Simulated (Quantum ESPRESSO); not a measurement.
# Ge (P1) in Quantum ESPRESSO: single point with PBEsol+D3(BJ)

Aim: the single point of Ge with PBEsol+D3(BJ).

Everything below comes from runs of Quantum ESPRESSO 7.5. Logs are shortened: lines on timing, memory, paths and dates and some standing lists are left out, and cuts for length are marked.

## (1) Starting point

The typed cell holds 4 atoms: a = 3.680 Å, b = 4.152 Å, c = 6.322 Å, α = 110.93°, β = 123.75°, γ = 85.93°.

## (2) Single point, PBEsol+D3(BJ)

Contents of pw.in:

```
&CONTROL
  calculation = 'scf'
  prefix = 'pwscf'
  outdir = './tmp'
  pseudo_dir = './pseudo'
  tprnfor = .true.
  tstress = .true.
  disk_io = 'low'
/
&SYSTEM
  ibrav = 0
  nat = 4
  ntyp = 1
  ecutwfc = 36
  ecutrho = 216
  nbnd = 38
  input_dft = 'pbesol'
  occupations = 'smearing'
  smearing = 'gaussian'
  degauss = 0.00367493
  vdw_corr = 'grimme-d3'
  dftd3_version = 4
  dftd3_threebody = .false.
/
&ELECTRONS
  conv_thr = 8d-10
  electron_maxstep = 120
  mixing_beta = 0.5
  mixing_ndim = 12
/
ATOMIC_SPECIES
Ge    72.6300 Ge.LDA_PW-JTH.UPF
CELL_PARAMETERS bohr
   4.6011314354   -5.0266866471   -1.3900374106
  -4.6290362841   -5.7455858403    2.6677850272
  -5.5667253225    6.4119378728   -8.4027909902
ATOMIC_POSITIONS bohr
Ge    -0.1358140224   -7.4581617920    0.5909831849
Ge    -4.7395856148   -2.3321890204   -2.8011553792
Ge    -0.7314041365   -2.3454612652   -4.4472154591
Ge    -5.5824566706    3.4151428550   -7.5926991512
K_POINTS automatic
9 7 6 0 0 0
```

Contents of pp_density.in:

```
&INPUTPP
  prefix = 'pwscf'
  outdir = './tmp'
  filplot = 'density.dat'
  plot_num = 0
/
&PLOT
  nfile = 1
  filepp(1) = 'density.dat'
  iflag = 3
  output_format = 6
  fileout = 'density.cube'
/
```

Contents of pp_potential.in:

```
&INPUTPP
  prefix = 'pwscf'
  outdir = './tmp'
  filplot = 'potential.dat'
  plot_num = 11
/
&PLOT
  nfile = 1
  filepp(1) = 'potential.dat'
  iflag = 3
  output_format = 6
  fileout = 'potential.cube'
/
```

Potentials or basis: JTH 2.0 LDA.

Started as:

```sh
$ OMP_NUM_THREADS=1 pw.x -in pw.in > pw.out
$ OMP_NUM_THREADS=1 pp.x -in pp_density.in > pp_density.out
$ OMP_NUM_THREADS=1 pp.x -in pp_potential.in > pp_potential.out
```

pw.out:

```text
This program is part of the open-source Quantum ESPRESSO suite
     for quantum simulation of materials; please cite
         "P. Giannozzi et al., J. Phys.:Condens. Matter 21 395502 (2009);
         "P. Giannozzi et al., J. Phys.:Condens. Matter 29 465901 (2017);
         "P. Giannozzi et al., J. Chem. Phys. 152 154105 (2020);
     in publications or presentations arising from this work. More details at

     file Ge.LDA_PW-JTH.UPF: wavefunction(s)  4S 0S 4P 0P 3D 0D renormalized

     IMPORTANT: XC functional enforced from input :
     Exchange-correlation= PBESOL
                           (   1   4  10   8   0   0   0)
     Any further DFT definition will be discarded
     Please, verify this is what you really want

     G-vector sticks info
     --------------------
     sticks:   dense  smooth     PW     G-vecs:    dense   smooth      PW
     Sum         943     625    201                26787    14567    2679

     Using Slab Decomposition

     bravais-lattice index     =            0
     lattice parameter (alat)  =       6.9549  a.u.
     unit-cell volume          =     499.3219 (a.u.)^3
     number of atoms/cell      =            4
     number of atomic types    =            1
     number of electrons       =        56.00
     number of Kohn-Sham states=           38
     kinetic-energy cutoff     =      36.0000  Ry
     charge density cutoff     =     216.0000  Ry
     scf convergence threshold =      8.0E-10
     mixing beta               =       0.5000
     number of iterations used =           12  plain     mixing
     Exchange-correlation= PBESOL
                           (   1   4  10   8   0   0   0)

     celldm(1)=   6.954868  celldm(2)=   0.000000  celldm(3)=   0.000000
     celldm(4)=   0.000000  celldm(5)=   0.000000  celldm(6)=   0.000000

     crystal axes: (cart. coord. in units of alat)
               a(1) = (   0.661570  -0.722758  -0.199865 )
               a(2) = (  -0.665582  -0.826124   0.383585 )
               a(3) = (  -0.800407   0.921935  -1.208188 )

     reciprocal axes: (cart. coord. in units 2 pi/alat)
               b(1) = (  0.434201 -0.748631 -0.858911 )
               b(2) = ( -0.712464 -0.646292 -0.021171 )
               b(3) = ( -0.298027 -0.081347 -0.692321 )

     PseudoPot. # 1 for Ge read from file:
     Ge.LDA_PW-JTH.UPF
     Pseudo is Projector augmented-wave + core cor, Zval = 14.0
     Generated using ATOMPAW code
     Shape of augmentation charge: SINC**2
     Using radial grid of 1054 points,  6 beta functions with:
                l(1) =   0
                l(2) =   0
                l(3) =   1
                l(4) =   1
                l(5) =   2
                l(6) =   2
     Q(r) pseudized with 0 coefficients

     atomic species   valence    mass     pseudopotential
     Ge               14.00    72.63000     Ge( 1.00)

     No symmetry found

   Cartesian axes

     site n.     atom                  positions (alat units)
         1        Ge     tau(   1) = (  -0.0195279  -1.0723656   0.0849740  )
         2        Ge     tau(   2) = (  -0.6814774  -0.3353319  -0.4027618  )
         3        Ge     tau(   3) = (  -0.1051643  -0.3372402  -0.6394392  )
         4        Ge     tau(   4) = (  -0.8026689   0.4910435  -1.0917100  )

     --------------------------------------------
     DFT-D3 Dispersion Correction (no 3-body):
     --------------------------------------------
       Reference C6 values for interpolation:

         atom   Coordination number   C6
         Ge         0.000           727.09
         Ge         0.943           633.70
         Ge         1.945           573.31
         Ge         2.919           459.90
         Ge         3.897           360.58

       Values used:

         atom   Coordination number  R0_AB[au]  C6      C8
         Ge         4.896            3.649    360.58  33210.66
         Ge         4.796            3.649    360.58  33210.75
         Ge         4.801            3.649    360.58  33210.74
         Ge         4.853            3.649    360.58  33210.69

         Molecular C6 ( Ry / a.u.^6 ) =      5769.34

     number of k points=   190  Gaussian smearing, width (Ry)=  0.0037

     Number of k-points >= 100: set verbosity='high' to print them.

     Dense  grid:    26787 G-vectors     FFT dimensions: (  36,  40,  60)

     Smooth grid:    14567 G-vectors     FFT dimensions: (  27,  30,  45)

     Initial potential from superposition of free atoms

     starting charge      55.9975, renormalised to      56.0000
     Starting wfcs are   72 randomized atomic wfcs

     Self-consistent Calculation

     iteration #  1     ecut=    36.00 Ry     beta= 0.50
     Davidson diagonalization with overlap
     ethr =  1.00E-02,  avg # of iterations =  8.4

     Threshold (ethr) on eigenvalues was too large:
     Diagonalizing with lowered threshold

     Davidson diagonalization with overlap
     ethr =  4.66E-05,  avg # of iterations =  9.5

     total energy              =   -1250.07097674 Ry
     estimated scf accuracy    <       0.03082112 Ry

     iteration #  2     ecut=    36.00 Ry     beta= 0.50
     Davidson diagonalization with overlap
     ethr =  5.50E-05,  avg # of iterations =  2.0

     total energy              =   -1250.07630003 Ry
     estimated scf accuracy    <       0.00568356 Ry

     iteration #  3     ecut=    36.00 Ry     beta= 0.50
     Davidson diagonalization with overlap
     ethr =  1.01E-05,  avg # of iterations =  2.2

     total energy              =   -1250.07686915 Ry
     estimated scf accuracy    <       0.00107894 Ry

     iteration #  4     ecut=    36.00 Ry     beta= 0.50
     Davidson diagonalization with overlap
     ethr =  1.93E-06,  avg # of iterations =  4.5

     total energy              =   -1250.07711152 Ry
     estimated scf accuracy    <       0.00017984 Ry

     iteration #  5     ecut=    36.00 Ry     beta= 0.50
     Davidson diagonalization with overlap
     ethr =  3.21E-07,  avg # of iterations =  2.1

     total energy              =   -1250.07717823 Ry
     estimated scf accuracy    <       0.00002586 Ry

     iteration #  6     ecut=    36.00 Ry     beta= 0.50
     Davidson diagonalization with overlap
     ethr =  4.62E-08,  avg # of iterations =  3.3

     total energy              =   -1250.07718841 Ry
     estimated scf accuracy    <       0.00000210 Ry

     iteration #  7     ecut=    36.00 Ry     beta= 0.50
     Davidson diagonalization with overlap
     ethr =  3.76E-09,  avg # of iterations =  4.7

     total energy              =   -1250.07718996 Ry
     estimated scf accuracy    <       0.00000028 Ry

     iteration #  8     ecut=    36.00 Ry     beta= 0.50
     Davidson diagonalization with overlap
     ethr =  5.08E-10,  avg # of iterations =  3.3

     total energy              =   -1250.07719011 Ry
     estimated scf accuracy    <       0.00000003 Ry

     iteration #  9     ecut=    36.00 Ry     beta= 0.50
     Davidson diagonalization with overlap
     ethr =  5.35E-11,  avg # of iterations =  3.8

     total energy              =   -1250.07719013 Ry
     estimated scf accuracy    <          2.8E-09 Ry

     iteration # 10     ecut=    36.00 Ry     beta= 0.50
     Davidson diagonalization with overlap
     ethr =  4.99E-12,  avg # of iterations =  3.8

     End of self-consistent calculation

     Number of k-points >= 100: set verbosity='high' to print the bands.

     the Fermi energy is    13.4774 ev

!    total energy              =   -1250.07719013 Ry
     total all-electron energy =     -1250.077190 Ry
     estimated scf accuracy    <          2.4E-10 Ry
     smearing contrib. (-TS)   =      -0.00022998 Ry
     internal energy E=F+TS    =   -1250.07696015 Ry

     The total energy is F=E-TS. E is the sum of the following terms:
     one-electron contribution =    -499.68746652 Ry
     hartree contribution      =     144.59225811 Ry
     xc contribution           =     -70.45806813 Ry
     ewald contribution        =    -441.00323666 Ry
     DFT-D3 Dispersion         =      -0.09802683 Ry
     one-center paw contrib.   =    -383.42242013 Ry

     convergence has been achieved in  10 iterations

     Forces acting on atoms (cartesian axes, Ry/au):

     atom    1 type  1   force =    -0.02161995   -0.05445647    0.01198659
     atom    2 type  1   force =    -0.07718483    0.00124369    0.00776347
     atom    3 type  1   force =     0.08441773   -0.00720621    0.01271979
     atom    4 type  1   force =     0.01438705    0.06041899   -0.03246984

     Total force =     0.147810     Total SCF correction =     0.000068

     Computing stress (Cartesian axis) and pressure

          total   stress  (Ry/bohr**3)                   (kbar)     P=       61.64
   0.00057004  -0.00004071  -0.00021553           83.86       -5.99      -31.70
  -0.00004071   0.00029174  -0.00003493           -5.99       42.92       -5.14
  -0.00021553  -0.00003493   0.00039532          -31.70       -5.14       58.15

=------------------------------------------------------------------------------=
   JOB DONE.
=------------------------------------------------------------------------------=
```

Wall time 4 min (1 thread of Intel Xeon Platinum 8488C (Sapphire Rapids), shared host); peak memory 0.33 GiB.

What came out:

```
Free energy            : -17008.1666 eV
Largest force          : 2.203 eV/Å
Band gap on the k mesh : none (metal or under the smearing width)
```

Forces on the atoms (eV/Å):
```
Ge  -0.556 -1.400  0.308
Ge  -1.985  0.032  0.200
Ge   2.170 -0.185  0.327
Ge   0.370  1.553 -0.835
```

Levels at points of the mesh, in eV from the Fermi level:
| k point | band 25 | band 26 | band 27 | band 28 | band 29 | band 30 | band 31 | band 32 |
| --- | --- | --- | --- | --- | --- | --- | --- | --- |
| (0.00, 0.00, 0.00) | -3.30 | -3.10 | -2.74 | -2.05 | 1.24 | 2.28 | 3.78 | 5.00 |
| (0.00, 0.00, -0.50) | -1.56 | -1.15 | -0.77 | -0.45 | 0.76 | 1.20 | 2.59 | 2.67 |

Caveat: the potentials were made for another functional, which shifts forces and pressure; the cutoff is too short for stress, so the log's stress isn't used; the cutoff is low for these files, which shifts pressure and relaxed volume; the cutoff lies well under what these potentials need, so the values aren't converged; pairwise dispersion overbinds metals, which lowers pressure and volume.

## (3) For comparison

An earlier run on the cell as given: functional PBE; potentials or basis SSSP 1.3 efficiency PBE; cutoff 748 eV; density cutoff 5987 eV; k mesh 9 × 7 × 6; occupations fermi-dirac, width 0.05 eV; no spin polarisation.

* Pressure: 12.5 GPa
* Largest force: 2.261 eV/Å
* Band gap on the k mesh: none (metal or under the smearing width)
